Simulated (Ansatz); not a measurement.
The calculation used Ansatz, DFT PBE, scalar-relativistic, plane waves, PAW. Settings: cutoff 420 eV, Γ-centred meshes spaced at most about 0.3 Å⁻¹, and about 0.25 Å⁻¹ or finer for metals (2π included), Gaussian smearing. No spin polarisation.

Formation energies are uncorrected and refer to the elements' standard structures at the same level.

All energies are static (0 K, no zero-point motion). Only the structures computed here compete, so a lower one can exist. Spin–orbit coupling, which can matter for Te, is left out. The reference form of Te is held partly by dispersion forces, which this level lacks.

A search for Mg₃Te₂ gave 5 distinct relaxed structures. Coordination counts Te atoms around Mg (those within 1.25 times the shortest such distance or 1.15 times the sum of covalent radii, 1.27 where that leaves under three; a plus sign parts nearer from farther groups; the shortest distance is added where it exceeds 1.18 times the sum of covalent radii; a slash parts the counts of unlike sites). Cells relaxed within their symmetry can be saddle points.

**Question.** Which structure of Mg₃Te₂ came out lowest?

**Answer.** The one with space group P4mm (No. 99), reached from: Cu3Te2 type (P4mm). It has a = 4.856 Å, c = 6.929 Å, 32.7 Å³/atom, no gap on the mesh. Around Mg on a site of symmetry 2mm lie 4 Te at 2.88–2.97 Å and 6 Mg at 3.31–3.43 Å; Mg on a site of symmetry 4mm has 1 Te at 2.97 Å, 4 Mg at 3.31 Å and 4 Te at 3.50 Å; around Te on its first site lie 5 Mg at 2.97 Å; Te on its second site is surrounded by 4 Mg at 2.88 Å and 4 Mg at 3.50 Å. Its energy over the elements is −0.43 eV/atom. It lies below the elements, which doesn't yet make it stable against other compounds or structures. An observed structure of this formula, if there is one, may be missing.

```
Mg Te
1.0
     4.85550    0.00000    0.00000
     0.00000    4.85550    0.00000
     0.00000    0.00000    6.92909
Mg Te
3 2
Direct
  0.50000 0.00000 0.99357
  0.00000 0.50000 0.99357
  0.00000 0.00000 0.31843
  0.00000 0.00000 0.74711
  0.50000 0.50000 0.21733
```

**Question.** How much higher is the P4/mmm structure with 44.2 Å³/atom and coordination Mg 1/2+8 from 5.7 Å (reached from: random cell)?

**Answer.** 0.82 eV/atom. It has no gap on its mesh.

**Question.** How much higher is the P6/mmm structure with 36.1 Å³/atom and coordination Mg 4 from 3.3 Å (reached from: random cell)?

**Answer.** 0.32 eV/atom. It has no gap on its mesh.

Some types were kept out of the candidates beforehand, so the set may lack a known form.
